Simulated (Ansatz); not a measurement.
# ZnSe (Stilleite) (F-43m) in Ansatz: further runs

Aim: see how the results for ZnSe (Stilleite) move with the level of theory and the settings. Levels: PBE, revPBE, revPBE+D3(BJ), PBEsol+D4. Tasks: single point, relaxation of cell and atoms.

All numbers are computed with Ansatz 0.2.0; they aren't measurements. Logs are shortened: lines on timing, memory, paths and dates and some standing lists are left out, and cuts for length are marked.

**Measured values to compare with.**

From “Alloy Disordering Effects on the Thermal Conductivity and Energy Gap Temperature Dependence of Cd1−xZnxSe Ternary Crystals Grown by the Bridgman Method”, 2023, pmc:10253836, for a bulk crystal of ZnSe at 300 K: band gap 2.695 ± 0.003 eV (an exciton energy, a little under the gap).

How close the calculation comes is told below.

### 1 The crystal as given

Symmetry: F-43m, No. 216, cubic system. The conventional cell has a = 5.668 Å, b = 5.668 Å, c = 5.668 Å, α = 90.00°, β = 90.00°, γ = 90.00°. Se (site symmetry -43m) is surrounded by 4 Zn at 2.45 Å. Around Zn (site symmetry -43m) lie 4 Se at 2.45 Å.

### 2 Single point, PBE

input.yaml reads:

```yaml
crystal:
  lattice:
    - [0.0, 2.8338, 2.8338]
    - [2.8338, 0.0, 2.8338]
    - [2.8338, 2.8338, 0.0]
  atoms:
    - { symbol: Se, position: [0.75, 0.75, 0.75] }
    - { symbol: Zn, position: [0.0, 0.0, 0.0] }
kpoints:
  mp_grid: { grid: [6, 6, 6] }
scf:
  occupations: { method: fermi_dirac, width: 0.03 }
hamiltonian:
  xc: pbe
  pseudopotentials: { kind: all_electron, lapw: { basis_error: 0.002 } }
output:
  forces: true
  stress: true
  eigenvalues: true
```

Potentials or basis: all-electron LAPW, scalar-relativistic.

Run with:

```sh
$ ansatz run input.yaml --threads 1 --pin off --max-ram 3072MiB --backend cpu --events-out ev --progress --plain --runs-dir out
```

Standard output:

```text
Warning: RAYON_NUM_THREADS=1 ignored (pool sized by the plan → 1); use --threads N
LAPW: plane waves up to 8.666 Å⁻¹, error target 2.0e-3 eV per atom; small_component_spin mean_spin; Zn in spheres of 1.249 Å, 20 of its electrons in bands, Dirac shells []; Se in spheres of 1.205 Å, 24 of its electrons in bands, Dirac shells [] (how accurate: hamiltonian.pseudopotentials.lapw.basis_error, Limitations)
Engine: ansatz 0.2.0, x86_64-unknown-linux-gnu
Pseudopotentials: kind: all_electron
Pseudopotential: Se, LAPW, valence charge 24, lapw/all_electron/scalar/gaussian/Se, Koelling and Harmon's equation, gaussian nucleus
Pseudopotential: Zn, LAPW, valence charge 20, lapw/all_electron/scalar/gaussian/Zn, Koelling and Harmon's equation, gaussian nucleus
Functional definition: PBE
  parameter kappa = 0.804
  parameter beta = 0.06672455060314922
  exchange = pbe_x(kappa = kappa, mu = beta*pi^2/3)
  correlation = pbe_c(beta = beta)
Crystal: 2 atoms, lattice volume = 45.513 Å³
Basis set: ecut = 286.13010120755797 eV, 531 PW (Γ), exchange–correlation at level 2
Bands: 27, of which v1, the nominal top of the filled ones, is band 22 counted from 1 (21 counted from 0)
Symmetry: 24 space group operations
Space group: F-43m (ITA 216), of the structure as read, at distance tolerance 3.6e-5 Å
k-points: 16 of 216 (time reversal used)
Non-local potential: Se, projectors of the file, none
Non-local potential: Zn, projectors of the file, none
Initial density: superposition of atomic densities (chi_scale 0.1, normalization cell, long waves kept (reshape's long-wave potential 0.00 eV rms))
Initial wavefunctions: plane waves of lowest kinetic energy (no species holds an atomic orbital)
Functional: x = pbe(κ = 0.804, μ = 0.2195149727645171), c = pbe(β = 0.06672455060314922)
iter 1 solved again at ethr=1.63e-3 eV; its pass at ethr=1.00e-1 eV (dr2=7.17e-1 eV) is discarded
SCF iter   1: F=—  HF=-115000.388527 eV  |F-HF|=—  |Δ(HF+E_count)|=         —  Δρ=3.07e-2  dr2=7.18e-1  ethr=1.63e-3  ⟨swp⟩=2.0  Hψ=2716  notcnv=0
preconditioner: auto → none  [insulator: Δε(μ)=1.545 eV  Ē_g=12.183 eV  σ=0.030 eV  W_gap=1.00  n_scr=14 (ndim 8)  ℏωp=23.4 eV  f_vac=0.191  D(μ)=0.00/eV (n_scr^D=0)  ε∞_Penn≈4.7]
iter 2 solved again at ethr=7.22e-5 eV; its pass at ethr=1.63e-3 eV (dr2=3.18e-2 eV) is discarded
SCF iter   2: F=—  HF=-115000.171883 eV  |F-HF|=—  |Δ(HF+E_count)|=   2.17e-1  Δρ=9.46e-3  dr2=3.18e-2  ethr=7.22e-5  ⟨swp⟩=2.0  Hψ=2255  notcnv=0
SCF iter   3: F=—  HF=-115000.103756 eV  |F-HF|=—  |Δ(HF+E_count)|=   6.81e-2  Δρ=6.31e-3  dr2=1.52e-2  ethr=7.22e-5  ⟨swp⟩=3.0  Hψ=1397  notcnv=0
SCF iter   4: F=—  HF=-115000.096930 eV  |F-HF|=—  |Δ(HF+E_count)|=   6.83e-3  Δρ=2.96e-3  dr2=3.49e-3  ethr=3.46e-5  ⟨swp⟩=2.0  Hψ=1279  notcnv=0
SCF iter   5: F=—  HF=-115000.097160 eV  |F-HF|=—  |Δ(HF+E_count)|=   2.30e-4  Δρ=5.99e-4  dr2=1.10e-4  ethr=7.94e-6  ⟨swp⟩=2.0  Hψ=1245  notcnv=0
SCF iter   6: F=—  HF=-115000.097178 eV  |F-HF|=—  |Δ(HF+E_count)|=   1.81e-5  Δρ=8.96e-5  dr2=2.77e-6  ethr=2.51e-7  ⟨swp⟩=2.3  Hψ=1232  notcnv=0
SCF iter   7: F=-115000.097184 eV  HF=-115000.097184 eV  |F-HF|=5.26e-8  |Δ(HF+E_count)|=   6.36e-6  Δρ=1.18e-5  dr2=5.94e-8  ethr=6.29e-9  ⟨swp⟩=3.0  Hψ=1297  notcnv=0
SCF 1 converged in 7 iterations: F = -115000.097184 eV  dr2 = 5.94e-8
SCF converged after 7 iterations
Free energy (F): -115000.097184 eV
Harris-Foulkes:  -115000.097184 eV  (|F-HF|=5.26e-8)
Internal energy: -115000.097184 eV  (E = F + TS)
E sigma→0 (E₀):  -115000.097184 eV
Fermi energy:    8.707205 eV
--- Per-component energies (eV) ---
  E_band       = -2238.018509
  E_kinetic    = 117467.995685
  E_xc         = -4346.742283
  E_electrostatic = -228121.350586  (all electrons and nuclei)
  E_smearing   = -0.000000  (= −TS)
  E_closure    = 0.000000  (closes the sum)
  E_atoms      = -114994.086913  (free atoms, spherical and without spin; not in F)
  Σ components = -115000.097184   (vs F -115000.097184, Δ=0.00e0)
  Basis errors (estimates in eV, not in F): energy 8.6e-4 per atom: plane waves 7.7e-4 (4.6e-4 summed), levels above the bands 3.2e-143, relativity 4.5e-8, radial functions 8.9e-5, core shells 5.0e-10; eigenvalues (radial functions only) 2.3e-6; not estimated: angular momenta, meshes, grids; target (lapw.basis_error) 2.0e-3; muffin-tin radii Zn 1.249 Å, Se 1.205 Å
--- Forces (eV/Å), atoms counted from 1 ---
  atom   1  Se    -0.00000000     0.00000000     0.00000000
  atom   2  Zn     0.00000000    -0.00000000     0.00000000
  max |Σ_I F_I| component: 4.16e-17 eV/Å
--- Stress (GPa, compression-positive) ---
        2.149895       0.000000      -0.000000
        0.000000       2.149895       0.000000
       -0.000000       0.000000       2.149895
  P = ⅓ Tr σ = 2.1499 GPa (21.499 kbar)
--- Band table (eV; the first three rows and the last of 16) ---
  k-point 0: bands = ["-199.1210", "-138.5878", "-138.5878", "-138.5878", "-117.1576", "-71.3259", "-71.3259", "-71.3259", "-38.8053", "-38.8053", "-38.8053", "-38.8011", "-38.8011", "-5.2134", "1.5043", "1.5043", "1.5043", "1.8743", "1.8743", "8.0463", "8.0463", "8.0463", "9.3352", "13.8558", "13.8558", "13.8558", "17.9756"]
  k-point 1: bands = ["-199.1210", "-138.5878", "-138.5878", "-138.5878", "-117.1576", "-71.3260", "-71.3259", "-71.3259", "-38.8053", "-38.8053", "-38.8053", "-38.8011", "-38.8011", "-5.0390", "1.5208", "1.5309", "1.5309", "1.8726", "1.8726", "6.1423", "7.7940", "7.7940", "10.5976", "13.9222", "14.2580", "14.2580", "18.5203"]
  k-point 2: bands = ["-199.1210", "-138.5878", "-138.5878", "-138.5878", "-117.1575", "-71.3260", "-71.3260", "-71.3260", "-38.8053", "-38.8052", "-38.8052", "-38.8011", "-38.8011", "-4.6478", "1.5757", "1.5757", "1.6750", "1.8808", "1.8808", "3.9920", "7.3668", "7.3668", "10.7283", "14.5297", "14.5297", "15.6155", "18.4683"]
  k-point 15: bands = ["-199.1210", "-138.5878", "-138.5878", "-138.5878", "-117.1575", "-71.3260", "-71.3260", "-71.3260", "-38.8054", "-38.8051", "-38.8050", "-38.8011", "-38.8010", "-4.1528", "1.6020", "1.7211", "1.7937", "1.8887", "2.1455", "3.3442", "5.4239", "5.4960", "12.5162", "12.8558", "16.3159", "16.6530", "19.6953"]
```

It took 17 s on 1 thread of Intel Xeon at 2.50GHz (Skylake/Cascade Lake), shared host; peak memory 0.27 GiB.

Results:

```yaml
Free_energy: -115000.0972 eV
Pressure: 2.1 GPa
Band_gap_on_the_k_mesh: 1.29 eV, direct
```

### 3 Relaxation of cell and atoms, revPBE

input.yaml reads:

```yaml
crystal:
  lattice:
    - [0.0, 2.8338, 2.8338]
    - [2.8338, 0.0, 2.8338]
    - [2.8338, 2.8338, 0.0]
  atoms:
    - { symbol: Se, position: [0.75, 0.75, 0.75] }
    - { symbol: Zn, position: [0.0, 0.0, 0.0] }
kpoints:
  mp_grid: { grid: [8, 8, 8] }
scf:
  occupations: { method: fermi_dirac, width: 0.05 }
hamiltonian:
  xc: revpbe
  pseudopotentials: { kind: all_electron, lapw: { basis_error: 0.001 } }
output:
  forces: true
  stress: true
relax:
  f_tol: 0.02
  max_steps: 60
  cell: {}
```

Potentials or basis: all-electron LAPW, scalar-relativistic.

Run with:

```sh
$ ansatz run input.yaml --threads 1 --pin off --max-ram 3072MiB --backend cpu --events-out ev --progress --plain --runs-dir out
```

Run time: 96 s. Hardware: 1 thread of Intel Xeon at 2.50GHz (Skylake/Cascade Lake), shared host; peak memory 0.33 GiB.

Results (log left out):

- Free energy: -115008.3074 eV
- Relaxed volume: 24.23 Å³/atom
- Relaxed cell: a = 4.092 Å, b = 4.092 Å, c = 4.092 Å, α = 60.00°, β = 60.00°, γ = 60.00°
- Space group after relaxing (to 0.05 Å): F-43m (No. 216)
- Energy gained by relaxing: 16.3 meV/atom
- Ionic steps: 5
- Pressure after relaxing: 0.0 GPa
- Band gap on the k mesh: 1.17 eV

The path:
| step | energy change (eV) | largest force (eV/Å) | volume (Å³) |
| --- | --- | --- | --- |
| 1 | 0.0000 | 0.0000 | 45.51 |
| 2 | -0.0301 | 0.0000 | 47.60 |
| 3 | -0.0326 | 0.0000 | 48.37 |
| 4 | -0.0327 | 0.0000 | 48.46 |
| 5 | -0.0327 | 0.0000 | 48.46 |

Final structure:
```cif
data_structure
_symmetry_space_group_name_H-M 'P 1'
_symmetry_Int_Tables_number 1
_cell_length_a 4.0924
_cell_length_b 4.0924
_cell_length_c 4.0924
_cell_angle_alpha 60.000
_cell_angle_beta 60.000
_cell_angle_gamma 60.000
_cell_volume 48.46
loop_
_atom_site_label
_atom_site_type_symbol
_atom_site_fract_x
_atom_site_fract_y
_atom_site_fract_z
_atom_site_occupancy
Se1 Se 0.75000 0.75000 0.75000 1
Zn1 Zn 0.00000 0.00000 0.00000 1
```

### 4 Relaxation of cell and atoms, revPBE+D3(BJ)

input.yaml, as its differences from that of step 3:

```diff
@@ -14,2 +14,3 @@
   xc: revpbe
+  dispersion: d3bj
   pseudopotentials: { kind: all_electron, lapw: { basis_error: 0.001 } }
@@ -19,3 +20,3 @@
 relax:
-  f_tol: 0.02
+  f_tol: 0.01
   max_steps: 60
```

Run with:

```sh
$ ansatz run input.yaml --threads 1 --pin off --max-ram 3072MiB --backend cpu --events-out ev --progress --plain --runs-dir out
```

Run time: 75 s. Hardware: 1 thread of Intel Xeon at 2.50GHz (Skylake/Cascade Lake), shared host; peak memory 0.34 GiB.

The run converged. Its results:

- Free energy: -115009.5321 eV
- Relaxed volume: 22.28 Å³/atom
- Relaxed cell: a = 3.979 Å, b = 3.979 Å, c = 3.979 Å, α = 60.00°, β = 60.00°, γ = 60.00°
- Space group after relaxing (to 0.05 Å): F-43m (No. 216)
- Energy gained by relaxing: 2.0 meV/atom
- Ionic steps: 4
- Pressure after relaxing: 0.0 GPa
- Band gap on the k mesh: 1.50 eV

The path:
| step | energy change (eV) | largest force (eV/Å) | volume (Å³) |
| --- | --- | --- | --- |
| 1 | 0.0000 | 0.0000 | 45.51 |
| 2 | -0.0037 | 0.0000 | 44.80 |
| 3 | -0.0040 | 0.0000 | 44.55 |
| 4 | -0.0040 | 0.0000 | 44.55 |

Final structure:
```
Se Zn
1.0
     0.00000    2.81372    2.81372
     2.81372    0.00000    2.81372
     2.81372    2.81372    0.00000
Se Zn
1 1
Direct
  0.75000 0.75000 0.75000
  0.00000 0.00000 0.00000
```

A k mesh can miss the band edges.

### 5 Relaxation of cell and atoms, PBEsol+D4

input.yaml, as its differences from that of step 4:

```diff
@@ -13,4 +13,4 @@
 hamiltonian:
-  xc: revpbe
-  dispersion: d3bj
+  xc: pbesol
+  dispersion: d4
   pseudopotentials: { kind: all_electron, lapw: { basis_error: 0.001 } }
```

Run with:

```sh
$ ansatz run input.yaml --threads 1 --pin off --max-ram 3072MiB --backend cpu --events-out ev --progress --plain --runs-dir out
```

Run time: 72 s. Hardware: 1 thread of Intel Xeon at 2.50GHz (Skylake/Cascade Lake), shared host; peak memory 0.33 GiB.

Results (log left out):

```yaml
Free_energy: -114917.4411 eV
Relaxed_volume: 21.92 Å³/atom
Relaxed_cell: a = 3.958 Å, b = 3.958 Å, c = 3.958 Å, α = 60.00°, β = 60.00°, γ = 60.00°
Space_group_after_relaxing_to_0.05_Å: F-43m (No. 216)
Energy_gained_by_relaxing: 6.2 meV/atom
Ionic_steps: 4
Pressure_after_relaxing: 0.0 GPa
Band_gap_on_the_k_mesh: 1.32 eV
```

Step by step:
```
step  energy change (eV)  largest force (eV/Å)  volume (Å³)
   1              0.0000                0.0000        45.51
   2             -0.0116                0.0000        44.25
   3             -0.0124                0.0000        43.84
   4             -0.0124                0.0000        43.84
```

Final structure:
```
Se Zn
1.0
     0.00000    2.79860    2.79860
     2.79860    0.00000    2.79860
     2.79860    2.79860    0.00000
Se Zn
1 1
Direct
  0.75000 0.75000 0.75000
  0.00000 0.00000 0.00000
```

A k mesh can miss the band edges.

### 6 Overview

```tsv
task	level	cell	k mesh	cutoff (eV)	smearing	basis error allowed	gap on the mesh (eV)	pressure (GPa)	relaxed volume (Å³/atom)
single point	PBE	as given	6 × 6 × 6	286	fermi-dirac 0.03 eV	0.002 eV/atom	1.29	2.1	-
relaxation of cell and atoms	revPBE	relaxed	8 × 8 × 8	-	fermi-dirac 0.05 eV	0.001 eV/atom	1.17	0.0	24.23
relaxation of cell and atoms	revPBE+D3(BJ)	relaxed	8 × 8 × 8	-	fermi-dirac 0.05 eV	0.001 eV/atom	1.50	0.0	22.28
relaxation of cell and atoms	PBEsol+D4	relaxed	8 × 8 × 8	-	fermi-dirac 0.05 eV	0.001 eV/atom	1.32	0.0	21.92
```

Alike in all rows: potentials or basis all-electron LAPW, scalar-relativistic; no spin polarisation.

Compare energies only between runs with the same functional and basis.

### 7 How close it comes

Step 2. Against the measured gap of ZnSe, 2.695 eV (an exciton energy, a little under the gap; 300 K; “Alloy Disordering Effects on the Thermal Conductivity and Energy Gap Temperature Dependence of Cd1−xZnxSe Ternary Crystals Grown by the Bridgman Method”, 2023, pmc:10253836), the calculated 1.29 eV is off by -1.41 eV. So large a miss can be the level of theory's own, or it may mean another phase, state or a wrong row. Spin-orbit coupling on Se is left out. The value is that of PBE, without temperature or zero-point motion. Semilocal functionals fall short of measured gaps as a rule.
